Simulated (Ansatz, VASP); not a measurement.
One calculation of AlN, two programs

File POSCAR:

```
AlN
1.0
    0.0000000000      2.1402746526      2.1402746526
    2.1402746526      0.0000000000      2.1402746526
    2.1402746526      2.1402746526      0.0000000000
Al N
1 1
Direct
    0.0000000000      0.0000000000      0.0000000000
    0.7500000000      0.7500000000      0.7500000000
```

Contents of INCAR.step1:

```
SYSTEM = AlN
PREC     = Accurate       ! precision mode
ENCUT    = 520            ! plane-wave cutoff, eV
ISMEAR   = 0              ! smearing method
SIGMA    = 0.01           ! smearing width, eV
LREAL    = .FALSE.        ! projectors in reciprocal space
LASPH    = .TRUE.         ! aspherical terms in the spheres
NELM     = 100            ! most SCF steps
NBANDS   = 11             ! bands
GGA      = PE             ! functional
ALGO     = Normal         ! electronic algorithm
EDIFF    = 1E-4           ! SCF threshold, eV
LWAVE    = .TRUE.         ! write WAVECAR
LCHARG   = .FALSE.        ! write CHGCAR
```

File INCAR.step2:

```
SYSTEM = AlN
PREC     = Accurate       ! precision mode
ENCUT    = 520            ! plane-wave cutoff, eV
EDIFF    = 1E-6           ! SCF threshold, eV
ISMEAR   = 0              ! smearing method
SIGMA    = 0.01           ! smearing width, eV
LREAL    = .FALSE.        ! projectors in reciprocal space
LASPH    = .TRUE.         ! aspherical terms in the spheres
NELM     = 100            ! most SCF steps
ALGO     = Normal         ! electronic algorithm
ISIF     = 2              ! what is computed and relaxed
LWAVE    = .FALSE.        ! write WAVECAR
LCHARG   = .FALSE.        ! write CHGCAR
METAGGA  = R2SCAN         ! meta-GGA
LMIXTAU  = .TRUE.       
NBANDS   = 11             ! bands
ISTART   = 1
```

Contents of KPOINTS:

```
Automatic mesh
0
G
  8 8 8
  0 0 0
```

Input for Ansatz:

```yaml
crystal:
  lattice:
    - [0.0, 2.1402746526, 2.1402746526]
    - [2.1402746526, 0.0, 2.1402746526]
    - [2.1402746526, 2.1402746526, 0.0]
  atoms:
    - { symbol: Al, position: [0.0, 0.0, 0.0] }
    - { symbol: "N", position: [0.75, 0.75, 0.75] }
kpoints:
  mp_grid: { grid: [8, 8, 8] }
hamiltonian:
  xc: r2scan
scf:
  occupations: { method: fixed }
  n_extra_bands: 4
output:
  forces: true
  stress: true
  eigenvalues: true
```

Alike in both runs: task single point; functional r2SCAN; k mesh 8 × 8 × 8; no spin polarisation.

|  | VASP | Ansatz |
| --- | --- | --- |
| version | VASP 6.6.1 | Ansatz 0.2.0 |
| potentials or method | VASP PAW PBE potentials, release 64 (Al, N) | plane waves, PAW |
| plane-wave cutoff (eV) | 520 | 500 |
| occupations | gaussian, width 0.01 eV | fixed |
| valence electrons in the cell | 8 | 8 |

```csv
,VASP,Ansatz,Ansatz less VASP
gap on the k mesh at the Fermi level (eV),3.98,3.99,+0.009
pressure (GPa),14.3,14.7,+0.34
```

Caveats: the PAW data sets were made with another functional, which shifts forces and pressure a little (VASP). r2SCAN opens gaps a little over a GGA but as a rule still falls short of measured ones. A k mesh can miss the band edges.
